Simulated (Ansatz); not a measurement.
CsBr, CsCl type at its r2SCAN geometry, run in the PAW code Ansatz at 2 levels of theory. Calculated for a static, non-magnetic cell.

The HSE06 input:
```yaml
crystal:
  lattice:
    - [4.3193780653, 0.0, 0.0]
    - [0.0, 4.3193780653, 0.0]
    - [0.0, 0.0, 4.3193780653]
  atoms:
    - { symbol: Cs, position: [0.0, 0.0, 0.0] }
    - { symbol: Br, position: [0.5, 0.5, 0.5] }
kpoints:
  mp_grid: { grid: [4, 4, 4] }
  band_path:
    path:
      - [0.0, 0.0, 0.0]
      - [0.0, 0.5, 0.0]
      - [0.5, 0.5, 0.0]
      - [0.5, 0.5, 0.5]
      - [0.0, 0.5, 0.5]
    npoints: 1
hamiltonian:
  xc: hse06
scf:
  occupations: { method: fixed }
  n_extra_bands: 4
output:
  forces: true
  stress: true
  eigenvalues: true
```

Main results, then, where recorded, the levels near the gap in eV from the Fermi energy (columns number the bands from 0), one row a point of the path (Γ, X, M, R, M):
```
Crystal: 2 atoms, lattice volume = 80.587 Å³
Symmetry: 48 space group operations
Space group: Pm-3m (ITA 221)
```
```
Basis set: ecut = 420 eV, 1575 PW (Γ)
Bands: 12, of which v1, the nominal top of the filled ones, is band 8 counted from 1 (7 counted from 0)
k-points: 10 of 64
Exchange kernel: α = 0.2500, screened, ω = 0.2079 Å⁻¹, Wigner–Seitz truncation, v(0) = 1040.3786 eV·Å³, q-mesh 4×4×4
hybrid outer 1: dexx = +2.365e-3 eV, tail = 1.04e-5 eV
hybrid outer 2: dexx = +1.470e-7 eV, tail = 2.17e-8 eV, Δε = 1.52e-3 eV
Free energy (F): -8464.457740 eV
Fermi energy:    2.074927 eV
--- Stress (GPa, compression-positive) ---
        0.387608       0.000000       0.000000
        0.000000       0.387608       0.000000
        0.000000       0.000000       0.387608
  P = ⅓ Tr σ = 0.3876 GPa (3.876 kbar)
```
```tsv
band_4	band_5	band_6	band_7	band_8	band_9	band_10
-6.704	-0.002	-0.002	-0.002	5.611	6.082	6.082
-6.595	-1.335	-0.198	-0.198	7.143	8.471	8.880
-6.532	-0.606	-0.606	0.000	6.419	6.681	8.478
-7.098	-1.183	-1.183	-1.183	9.572	9.572	9.572
-6.532	-0.606	-0.606	0.000	6.419	6.681	8.478
```

HSE06 gives a direct gap of 5.61 eV at Γ.

PBE0. Against the first input these blocks differ (the band path and keys that only write files left aside):
```yaml
hamiltonian:
  xc: pbe0
```

```
Basis set: ecut = 420 eV, 1575 PW (Γ)
Bands: 12, of which v1, the nominal top of the filled ones, is band 8 counted from 1 (7 counted from 0)
k-points: 10 of 64
hybrid outer 1: dexx = +3.444e-3 eV, tail = 1.73e-5 eV
hybrid outer 2: dexx = +2.789e-7 eV, tail = 2.78e-8 eV, Δε = 2.73e-3 eV
Free energy (F): -8463.383986 eV
Fermi energy:    1.688978 eV
--- Stress (GPa, compression-positive) ---
        0.318299       0.000000       0.000000
        0.000000       0.318299       0.000000
        0.000000       0.000000       0.318299
  P = ⅓ Tr σ = 0.3183 GPa (3.183 kbar)
```
```tsv
band_4	band_5	band_6	band_7	band_8	band_9	band_10
-6.717	-0.002	-0.002	-0.002	6.313	6.812	6.812
-6.605	-1.369	-0.205	-0.205	7.887	9.223	9.607
-6.540	-0.618	-0.618	0.000	7.147	7.403	9.222
-7.118	-1.213	-1.213	-1.213	10.333	10.333	10.333
-6.540	-0.618	-0.618	0.000	7.147	7.403	9.222
```

With PBE0 the valence top lies at M and the conduction bottom at Γ, 6.31 eV higher; the smallest vertical gap, at Γ, is 6.32 eV. Least and direct gap differ so little that the kind isn't settled. The mean stress, +0.3 GPa, is small, and the program warns that its thresholds are loose for a hybrid's stress.

Totals of different functionals can't be compared.

The runs are scalar-relativistic, without spin-orbit coupling.

The meshes of the hybrids are coarse, so their gaps aren't converged to the digits shown.
